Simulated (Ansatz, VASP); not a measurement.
Two plane-wave programs on CuAu

The input INCAR:

```
SYSTEM = CuAu
PREC = Accurate
ENCUT = 520
EDIFF = 1E-7
ISMEAR = 0
SIGMA = 0.1
LREAL = .FALSE.
LASPH = .TRUE.
NELM = 100
ALGO = Normal
ISIF = 2
LWAVE = .FALSE.
LCHARG = .FALSE.
GGA = PE
NBANDS = 18
```

KPOINTS

```
regular mesh
0
G
  14 14 10
  0 0 0
```

Contents of POSCAR:

```
CuAu
1.0
    2.7561800000     -0.0075320000      0.0006440000
   -0.0075320000      2.7953240000      0.0307160000
    0.0008441000      0.0402599000      3.7483178000
Cu Au
1 1
Direct
    0.4189321429      0.5249892857      0.4787547684
    0.0810678571     -0.0249892857      0.0212452316
```

Input for Ansatz:

```yaml
crystal:
  lattice:
    - [2.75618, -0.007532, 0.000644]
    - [-0.007532, 2.795324, 0.030716]
    - [0.0008441, 0.0402599, 3.7483178]
  atoms:
    - { symbol: Cu, position: [0.4189321429, 0.5249892857, 0.4787547684] }
    - { symbol: Au, position: [0.0810678571, -0.0249892857, 0.0212452316] }
basis:
  ecutwfc: 420
kpoints:
  mp_grid: { grid: [14, 14, 10] }
hamiltonian:
  xc: pbe
scf:
  occupations: { method: gaussian, width: 0.1 }
output:
  forces: true
  stress: true
  eigenvalues: true
```

Alike in both runs: task single point; functional PBE; k mesh 14 × 14 × 10; occupations gaussian, width 0.1 eV; no spin polarisation.

|  | VASP | Ansatz |
| --- | --- | --- |
| version | VASP 6.6.1 | Ansatz 0.2.0 |
| potentials or method | VASP PAW PBE potentials, release 64 (Cu, Au) | scalar-relativistic, plane waves, PAW |
| plane-wave cutoff (eV) | 520 | 420 |
| valence electrons in the cell | 22 | 38 |

```csv
,VASP,Ansatz,Ansatz less VASP
gap on the k mesh at the Fermi level (eV),none,none,-
pressure (GPa),18.1,18.1,+0.03
largest component of the traceless stress (GPa),8.75,8.73,-0.017
rms of the force components (eV/Å),1.669,1.666,-0.0030
```

Atom by atom the forces differ by 0.003 eV/Å (rms over components). A gap of «none» marks a metal or a gap that the smearing closes. The two sets of potentials don't hold the same shells in valence.

Caveats: so large a pressure means that the cell lies far from this level's equilibrium, or that cutoff or potentials fall short (VASP); forces of over 1 eV/Å show positions far from the minimum, so gaps and moduli don't describe the material at rest. The runs have no spin-orbit coupling, so splittings on Au are missing.
